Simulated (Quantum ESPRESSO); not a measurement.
Here is a Quantum ESPRESSO 7.5 calculation.

Contents of pw.in:

```
&CONTROL
  calculation = 'scf'
  prefix = 'pwscf'
  outdir = './tmp'
  pseudo_dir = './pseudo'
  tprnfor = .true.
  tstress = .true.
  disk_io = 'nowf'
/
&SYSTEM
  ibrav = 0
  nat = 2
  ntyp = 1
  ecutwfc = 55
  ecutrho = 440
  nbnd = 28
  occupations = 'smearing'
  smearing = 'fd'
  degauss = 0.00367493
  nspin = 2
  starting_magnetization(1) = 0.1176
/
&ELECTRONS
  conv_thr = 4d-10
  electron_maxstep = 120
  mixing_beta = 0.3
/
ATOMIC_SPECIES
Co    58.9332 Co_pbe_v1.2.uspp.F.UPF
CELL_PARAMETERS angstrom
   2.4719999032    0.0000000000    0.0000000000
  -1.2359999516    2.1408147143    0.0000000000
   0.0000000000    0.0000000000    4.0211440800
ATOMIC_POSITIONS crystal
Co     0.6666666667    0.3333333333    0.7500000000
Co     0.3333333333    0.6666666667    0.2500000000
K_POINTS automatic
12 12 7 0 0 0
```

Potentials or basis: SSSP 1.3 efficiency PBE.

Run with:

```console
$ OMP_NUM_THREADS=2 pw.x -in pw.in > pw.out
```

(1) Estimate the pressure.

(2) Estimate the absolute moment.

(3) What does it give for the site moments?

(4) What does it give for the band gap on the k mesh?

Answers

(1) 4.9 GPa.

(2) 3.64 μB per cell.

(3) Co +1.73 μB.

(4) none (metal or under the smearing width).
